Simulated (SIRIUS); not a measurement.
## TaN under changes of volume

One of the cells (11.030 Å³/atom); the others are scaled copies at fixed shape and fractional positions:

```
Ta N
1.0
     0.00000    2.22597    2.22597
     2.22597    0.00000    2.22597
     2.22597    2.22597    0.00000
Ta N
1 1
Direct
  0.50000 0.50000 0.50000
  0.00000 0.00000 0.00000
```

The cell comes from a database or a generator and needn't be the stable form of this composition.

| Property | Result |
| --- | --- |
| Program | SIRIUS 7.10.0 |
| Functional | PBE |
| Potentials or basis | PseudoDojo 0.4.1 PBE standard (scalar relativistic) |
| Cutoff | 1152 eV |
| Density cutoff | 4606 eV |
| k mesh | 10 × 10 × 10 |
| Occupations | fermi-dirac, width 0.05 eV |
| Spin | no spin polarisation |

```csv
volume (Å³/atom),energy over the lowest point (meV/atom),pressure (GPa)
10.164,34.70,21.2
10.381,11.94,12.7
10.597,0.00,5.1
11.030,?,?
11.246,18.43,-13.2
11.462,39.65,-18.1
```

**Question.** What does the run at 11.030 Å³/atom give?

**Answer.** Energy over the lowest point 4.19 meV/atom; pressure -7.7 GPa.

Worked out: A Birch-Murnaghan fit of order 3 (a polynomial in V^(-2/3)) to the other rows has its minimum at 10.76 Å³/atom with B0 = V·E''(V) = 329 GPa and B' = 4.3. It gives 4.20 meV/atom at 11.030 Å³/atom, against the run's 4.19, and -dE/dV = -7.8 GPa, against -7.7.

Energies are extrapolated to zero smearing.
